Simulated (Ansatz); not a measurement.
# SiO2 (P6_322)

Level of theory: Ansatz, DFT PBE, scalar-relativistic, plane waves, PAW.

Settings: cutoff 420 eV, Γ-centred mesh 6×6×4 on the computed 12-atom cell, Gaussian smearing of 0.02 eV; no spin polarisation.

The structure is relaxed at this level of theory with its symmetry kept. This form isn't the usual stable structure of the compound.

Symmetry: P6_322, No. 182, hexagonal system. Conventional cell: a = 5.099 Å, b = 5.099 Å, c = 8.629 Å, α = 90.00°, β = 90.00°, γ = 120.00°. Around Si (site symmetry 3) lie 4 O at 1.62 Å. Around O (site symmetry 2) lie 2 Si at 1.62 Å. O (site symmetry 32) is surrounded by 2 Si at 1.62 Å.

| Property | Result |
| --- | --- |
| Volume per atom | 16.19 Å³ |
| Formation energy from the elements' standard states (uncorrected) | -2.780 eV/atom |
| Kohn–Sham band gap | 5.45 eV, indirect from (0.000, 0.000, 0.177) to Γ |
| Löwdin character of the top 1 eV of the valence band | O 2p 97 % |
| Löwdin character of the lowest 1 eV of the conduction band | Si 3s 39 %, O 2s 19 %, Si 3p 16 %, unprojected 22 % |
| Electron masses at the edge by Cartesian direction of the standard setting (m_e; degenerate bands sorted by energy; no spin-orbit coupling) | x: 0.56; y: 0.56; z: 0.56 |
| Hole masses at the edge by Cartesian direction of the standard setting (m_e; degenerate bands sorted by energy; no spin-orbit coupling) | x: 2.4; y: 2.4; z: 0.96 |
| Bulk modulus | 36 GPa |
| Its pressure derivative | 3.1 |
| Electronic dielectric constant xx, yy, zz of the standard setting (independent particles) | 2.3, 2.3, 2.3 |